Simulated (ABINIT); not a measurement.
Crystal: MoS2.

```xyz
3
Lattice="3.2275 0.0000 0.0000 -1.6137 2.7951 0.0000 0.0000 0.0000 6.3125" Properties=species:S:1:pos:R:3 pbc="T T T"
Mo    0.0000    0.0000    3.1562
S     1.6137    0.9317    4.7008
S     0.0000    1.8634    1.6117
```

Measurements of this composition are mostly on another form, of space group No. 194.

Base run:

```yaml
Program: ABINIT 10.8.3 (patched build)
Functional: PBEsol
Potentials_or_basis: JTH PAW PBE v2.0
Cutoff: 544 eV
k_mesh: 7 × 7 × 3
Occupations: fermi-dirac, width 0.05 eV
Spin: no spin polarisation
```

Its results: band gap on the k mesh none (metal or under the smearing width); pressure -3.1 GPa; largest force 0.026 eV/Å.

The run is repeated on the same cell with these changes: functional from PBEsol to AM05; k mesh from 7 × 7 × 3 to 9 × 9 × 4. What comes out?

Band gap on the k mesh none (metal or under the smearing width); pressure -3.6 GPa; largest force 0.079 eV/Å.

Several settings changed at once, so the effect can't be laid on one alone.

Caveats: the PAW data sets were made with another functional, which shifts forces and pressure a little; this functional lacks dispersion, which binds the layers, so the pressure and a relaxed spacing across them are unreliable.
